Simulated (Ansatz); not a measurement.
# HgTe: the cost of one run

Computed with Ansatz 0.2.0 (DFT PBE, scalar-relativistic, unless a step's input says otherwise).

### Step 1. The starting structure

It takes space group Fm-3m (No. 225, cubic). Conventional cell: a = 5.843 Å, b = 5.843 Å, c = 5.843 Å, α = 90.00°, β = 90.00°, γ = 90.00°. Around Hg (site symmetry m-3m) lie 6 Te at 2.92 Å. Te (site symmetry m-3m) is surrounded by 6 Hg at 2.92 Å.

As a file:

```cif
data_structure
_symmetry_space_group_name_H-M 'P 1'
_symmetry_Int_Tables_number 1
_cell_length_a 4.1316
_cell_length_b 4.1316
_cell_length_c 4.1316
_cell_angle_alpha 60.000
_cell_angle_beta 60.000
_cell_angle_gamma 60.000
_cell_volume 49.87
loop_
_atom_site_label
_atom_site_type_symbol
_atom_site_fract_x
_atom_site_fract_y
_atom_site_fract_z
_atom_site_occupancy
Hg1 Hg 0.00000 0.00000 0.00000 1
Te1 Te 0.50000 0.50000 0.50000 1
```

Atoms are numbered in the order of the input: Hg1, Te2.

### Step 2. The deformed structure

Space group Fm-3m before, I4mm after.

### Step 3. All-electron LAPW

input.yaml reads:

```yaml
crystal:
  lattice:
    - [0.0, 2.9215, 2.9215]
    - [2.9215, 0.0, 2.9215]
    - [2.9215, 2.9215, 0.0]
  atoms:
    - { symbol: Hg, position: [0.0, 0.0, 0.0] }
    - { symbol: Te, position: [0.5205373952, 0.5205373952, 0.4794626048] }
kpoints:
  mp_grid: { grid: [12, 12, 12] }
scf:
  occupations: { method: fermi_dirac, width: 0.08 }
hamiltonian:
  xc: pbe
  pseudopotentials: { kind: all_electron, lapw: { basis_error: 0.001 } }
output:
  forces: true
  stress: true
  eigenvalues: true
```

Command:

```sh
ansatz run input.yaml --threads 1 --pin off --max-ram 2048MiB --backend cpu --events-out ev --progress --plain --runs-dir out
```

What time and memory should one allow on 1 thread of Arm Neoverse V2, shared host?

About 2 min, with a peak of 0.66 GiB.
